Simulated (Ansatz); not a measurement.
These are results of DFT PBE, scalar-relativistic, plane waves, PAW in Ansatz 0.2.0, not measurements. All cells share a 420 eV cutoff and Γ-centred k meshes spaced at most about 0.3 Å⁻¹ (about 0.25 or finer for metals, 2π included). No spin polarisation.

Temperature and zero-point effects are left out.

**Question.** Which of these relaxed structures of Mg₂B₃ is the lowest in energy?
1.

```xyz
5
Lattice="3.8941 0.0000 0.0000 -1.9471 3.3724 0.0000 0.0000 0.0000 4.6607" Properties=species:S:1:pos:R:3 pbc="T T T"
Mg    1.9471    1.1241    2.3304
Mg    0.0000    2.2483    0.0000
B     0.0000    0.0000    3.1420
B     0.0000    0.0000    1.5187
B     1.9471    1.1241    0.0000
```

2.

```xyz
5
Lattice="3.0249 0.0000 0.0000 -1.5124 2.6196 0.0000 0.0000 0.0000 7.6629" Properties=species:S:1:pos:R:3 pbc="T T T"
Mg    0.0000    1.7464    1.6555
Mg    1.5124    0.8732    6.0074
B     0.0000    0.0000    0.0000
B     0.0000    1.7464    3.9301
B     1.5124    0.8732    3.7328
```

**Answer.** 2. The other, cell 1, lies 0.45 eV/atom higher. Forms: cell 2 P-3m1; cell 1 P-6m2. Counting B atoms around Mg (those within 1.25 times the shortest such distance or 1.15 times the sum of covalent radii; a plus sign parts nearer from farther groups; a slash parts the counts of unlike sites): cell 2 has Mg 4+3; cell 1 has Mg 8/3+6. Cell 2 holds B–B nets (shortest 1.76 Å); cell 1 holds B–B pairs (shortest 1.62 Å). Both come from invented guesses. The lowest form computed isn't among them: it has space group P4_2/mcm (No. 132), 14.1 Å³/atom and lies 277 meV/atom below the best shown. Even the lowest of the cells shown lies +0.49 eV/atom against the elements.

Cells relaxed within their symmetry can be saddle points. Some structure types and database cells were kept out of the candidates from the start, so a known form may be missing.
